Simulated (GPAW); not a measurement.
Runs of GPAW 26.7.0 on Sb. Symmetry: Im-3m, No. 229, cubic system. The conventional cell has a = 3.743 Å, b = 3.743 Å, c = 3.743 Å, α = 90.00°, β = 90.00°, γ = 90.00°. Around Sb (site symmetry m-3m) lie 8 Sb at 3.24 Å. This isn't the form of Sb at room conditions, which is rhombohedral.

```csv
task,level,potentials or basis,k mesh,cutoff (eV),maxiter,band path,band points,eigensolver,exx fraction,mesh quality,gap on the mesh (eV),pressure (GPa)
band structure,revPBE,"the program's PAW data sets (release 1.2.1) made for this functional, pw",10 × 10 × 10,600,150,"GHNGPH,PN",80,-,-,not flagged,-,3.8
band structure,LDA,"the program's PAW data sets (release 1.2.1) made for this functional, pw",10 × 10 × 10,600,150,"GHNGPH,PN",80,-,-,not flagged,-,-1.6
band structure,r2SCAN,"GPAW PAW data sets (gpaw-data 1.2.1), pw",10 × 10 × 10,600,150,"GHNGPH,PN",80,-,-,not flagged,-,(a)
band structure,BLYP,"PAW data sets generated in the run's folder for this functional, pw",10 × 10 × 10,600,150,"GHNGPH,PN",80,davidson,-,not flagged,-,8.6
hybrid scf,r2SCAN0+D4,"GPAW PAW data sets (gpaw-data 1.2.1), pw",4 × 4 × 4,450,40,-,-,-,0.25,coarse,none,-
band structure,RPBE,"the program's PAW data sets (release 1.2.1) made for this functional, pw",10 × 10 × 10,600,150,"GHNGPH,PN",80,-,-,not flagged,-,4.2
single point,r2SCAN,"GPAW PAW data sets (gpaw-data 1.2.1), pw",8 × 8 × 8,450,120,-,-,-,-,not flagged,none,(b)
band structure,PBEsol,"PAW data sets generated in the run's folder for this functional, pw",10 × 10 × 10,600,150,"GHNGPH,PN",80,-,-,not flagged,-,-0.4
```

Alike in all rows: no spin polarisation; cell as given; smearing fermi-dirac 0.05 eV.

Fill in the values left out.

(a) 2.3; (b) -0.7.

Caveats: some runs use coarse meshes; spin-orbit coupling is left out, which moves the levels of the heavy elements (some runs); the PAW data sets were made with another functional, which shifts forces and pressure a little (some runs); exact exchange converges slowly with the k mesh, and this mesh is small (some runs); the scaled meta-GGA exchange is a class typed in the script (some runs); pairwise dispersion overbinds metals, which lowers pressure and volume (some runs); the cutoff is short for stress and forces, so pressures can be off by a GPa or more (some runs).

A k mesh can miss the band edges, and the runs leave out spin-orbit coupling on Sb.

A gap of «none» marks a metal or a gap under the smearing width.

Runs at the PBE level aren't shown here.
